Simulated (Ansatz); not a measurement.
**Iron, diamond under RPBE: from relaxation to bulk modulus**

Aim: take iron in the diamond structure, relax it, solve it on a dense k-mesh, then scale the cell to 7 volumes from 88 to 112 % of the relaxed one and try a fit of the equation of state. Spin polarisation is left out, though the real metal is magnetic, so this state lies above the ground state. The k-meshes are 11×11×11 for the relaxation; 18×18×18 for the dense run; 12×12×12 for the volumes.

This is Fe in the diamond structure; at room conditions it is bcc.

Method: DFT RPBE, plane waves (420 eV) with PAW, scalar-relativistic; the PAW data stem from PBE, with regenerated cores, in Ansatz 0.2.0.

### Step 1. The system as given

It takes space group Fd-3m (No. 227, cubic). Conventional cell: a = 5.029 Å, b = 5.029 Å, c = 5.029 Å, α = 90.00°, β = 90.00°, γ = 90.00°. Around Fe (site symmetry -43m) lie 4 Fe at 2.18 Å.

Structure file:

```cif
data_structure
_symmetry_space_group_name_H-M 'Fd-3m:1'
_symmetry_Int_Tables_number 227
_cell_length_a 5.0290
_cell_length_b 5.0290
_cell_length_c 5.0290
_cell_angle_alpha 90.000
_cell_angle_beta 90.000
_cell_angle_gamma 90.000
_cell_volume 127.19
loop_
_atom_site_label
_atom_site_type_symbol
_atom_site_symmetry_multiplicity
_atom_site_Wyckoff_symbol
_atom_site_fract_x
_atom_site_fract_y
_atom_site_fract_z
_atom_site_occupancy
Fe1 Fe 8 b 0.75000 0.75000 0.75000 1
```

### Step 2. Geometry optimisation

Contents of input.yaml:

```yaml
crystal:
  lattice:
    - [0.0, 2.514509054, 2.514509054]
    - [2.514509054, 0.0, 2.514509054]
    - [2.514509054, 2.514509054, 0.0]
  atoms:
    - { symbol: Fe, position: [0.125, 0.125, 0.125] }
    - { symbol: Fe, position: [0.875, 0.875, 0.875] }
hamiltonian:
  xc: rpbe
  pseudopotentials:
    kind: paw
    azcp:
      Fe: "pseudopotentials/Fe.paw.azcp"
basis:
  ecutwfc: 420
  fft_grid_basis: typed
kpoints:
  mp_grid: { grid: [11, 11, 11], shift: [0, 0, 0] }
magnetization:
  spin_polarized: false
scf:
  occupations: { method: fermi_dirac, width: 0.1 }
relax:
  max_steps: 60
  f_tol: 0.01
  cell: {}
output:
  write_density: true
  write_potential: true
  elf: true
  volumetric_format: npy
```

Further steps of the session: Dense single point; The cell scaled to 88 % of its volume; The cell scaled to 92 % of its volume; The cell scaled to 96 % of its volume; The cell scaled to 100 % of its volume; The cell scaled to 104 % of its volume; The cell scaled to 108 % of its volume; The cell scaled to 112 % of its volume.

Q: Predict the outcome of this session. Wanted: space group; conventional cell; volume; shortest distance; gap on the mesh; relative to bcc, ferromagnetic; V₀, B₀, B₀′.

The runs gave:

```
                      quantity                         value
space group (spins left aside)               Fd-3m (No. 227)
             conventional cell                   a = 4.917 Å
                        volume                14.857 Å³/atom
             shortest distance                       2.129 Å
               gap on the mesh  none (levels filled in part)
relative to bcc, ferromagnetic                +1313 meV/atom
                   V₀, B₀, B₀′  14.829 Å³/atom, 144 GPa, 4.5
```

**Reading.** From the guessed start the volume shrank by 6.6 % in 5 steps. It lies 1313 meV/atom above the element's reference form at the same level (bcc, ferromagnetic, from a run of its own); part of this is magnetic energy, as this run has no moments. No gap shows: it is a metal or semimetal at this level. B₀ comes out at 144 GPa. Relaxation kept the symmetry; phonons were not checked.
